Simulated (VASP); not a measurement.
Runs of VASP 6.6.1 on Nb. It takes space group P6_3/mmc (No. 194, hexagonal). Conventional cell: a = 2.942 Å, b = 2.942 Å, c = 4.804 Å, α = 90.00°, β = 90.00°, γ = 120.00°. Nb (site symmetry -6m2) is surrounded by 12 Nb at 2.94 Å. This isn't the form of Nb at room conditions, which is bcc.

```tsv
task	level	potentials or basis	cell	k mesh	cutoff (eV)	mesh quality	gap on the mesh (eV)	pressure (GPa)	relaxed volume (Å³/atom)
relaxation of cell and atoms	PBEsol	VASP PAW PBE potentials, release 64 (Nb_sv)	relaxed	6 × 6 × 4	600	coarse	none	0.0	(b)
single point	PBEsol	VASP PAW PBE potentials, release 64 (Nb_sv)	as given	18 × 18 × 10	520	not flagged	none	-0.1	-
relaxation of cell and atoms	PBEsol	VASP PAW PBE potentials, release 64 (Nb_sv)	relaxed	18 × 18 × 10	600	not flagged	none	0.0	18.00
relaxation of cell and atoms	LDA	VASP PAW LDA potentials, release 64 (Nb_sv)	relaxed	18 × 18 × 10	600	not flagged	none	0.0	(a)
relaxation of cell and atoms	PBEsol	VASP PAW PBE potentials, release 64 (Nb_pv)	relaxed	18 × 18 × 10	580	not flagged	none	0.0	18.25
```

Alike in all rows: no spin polarisation; smearing gaussian 0.1 eV.

Fill in the values left out.

(a) 17.62; (b) 17.83.

Caveats: some runs use coarse meshes; the PAW data sets were made with another functional, which shifts forces and pressure a little (some runs).

A k mesh can miss the band edges, and the runs leave out spin-orbit coupling on Nb.

A gap of «none» marks a metal or a gap under the smearing width.

The runs don't all hold the same shells in valence.

Runs at the PBE level aren't shown here.
